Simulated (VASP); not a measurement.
Wanted: the native input for a VASP 6.6.1 run.

| Property | Result |
| --- | --- |
| Task | relaxation of cell and atoms |
| Functional | r2SCAN |
| Dispersion | rVV10 |
| Potentials or basis | VASP PAW PBE potentials, release 64 (Ti_sv, O) |
| Cutoff | 600 eV |
| k mesh | 6 × 6 × 10 |
| Occupations | gaussian, width 0.03 eV |
| Spin | no spin polarisation |
| Further INCAR settings | ALGO = Normal; EDIFF = 1e-06; IBRION = 2; EDIFFG = -0.01; NSW = 90; ISIF = 3 |

The structure of TiO2 lies in POSCAR:

```
TiO2
1.0
    4.5922000000      0.0000000000      0.0000000000
    0.0000000000      4.5922000000      0.0000000000
    0.0000000000      0.0000000000      2.9574000000
Ti O
2 4
Direct
    0.0000000000      0.0000000000      0.0000000000
    0.5000000000      0.5000000000      0.5000000000
    0.3049600000      0.3049600000      0.0000000000
    0.1950400000      0.8049600000      0.5000000000
    0.6950400000      0.6950400000      0.0000000000
    0.8049600000      0.1950400000      0.5000000000
```

One way to write it, as run:

INCAR

```
PREC     = Accurate       # precision mode
ENCUT    = 600            # plane-wave cutoff, eV
EDIFF    = 1E-6           # SCF threshold, eV
ISMEAR   = 0              # smearing method
SIGMA    = 0.03           # smearing width, eV
LREAL    = False          # projectors in reciprocal space
LASPH    = True           # aspherical terms in the spheres
NELM     = 80             # most SCF steps
ALGO     = Normal         # electronic algorithm
ISIF     = 3              # what is computed and relaxed
LWAVE    = False          # write WAVECAR
LCHARG   = False          # write CHGCAR
METAGGA  = R2SCAN         # meta-GGA
LMIXTAU  = True         
LUSE_VDW = True         
IVDW_NL  = 2            
BPARAM   = 11.95        
CPARAM   = 0.0093       
IBRION   = 2              # ionic algorithm
NSW      = 90             # ionic steps
EDIFFG   = -0.01          # ionic threshold
KPAR     = 2
```

KPOINTS

```
regular mesh
0
Gamma
  6 6 10
```

Potentials or basis: VASP PAW PBE potentials, release 64 (Ti_sv, O).

Run with:

```sh
$ cat potpaw_PBE.64/Ti_sv/POTCAR potpaw_PBE.64/O/POTCAR > POTCAR
$ mpirun -np 2 vasp_std > vasp.out
```

Results of the run:

The relaxed volume is 10.38 Å³/atom. The relaxed cell is a = 4.589 Å, b = 4.589 Å, c = 2.958 Å, α = 90.00°, β = 90.00°, γ = 90.00° and the space group after relaxing (to 0.05 Å) is P4_2/mnm (No. 136). The energy gained by relaxing is 0.2 meV/atom. The ionic steps are 2, the pressure after relaxing is -0.1 GPa and the band gap on the k mesh is 2.21 eV, direct.

Caveat: the PAW data sets were made with another functional, which shifts forces and pressure a little.

It took 10 min on 2 MPI ranks on Intel(R) Xeon(R) Platinum 8488C (Sapphire Rapids), with other jobs on the host, peak memory 0.42 GiB a rank.
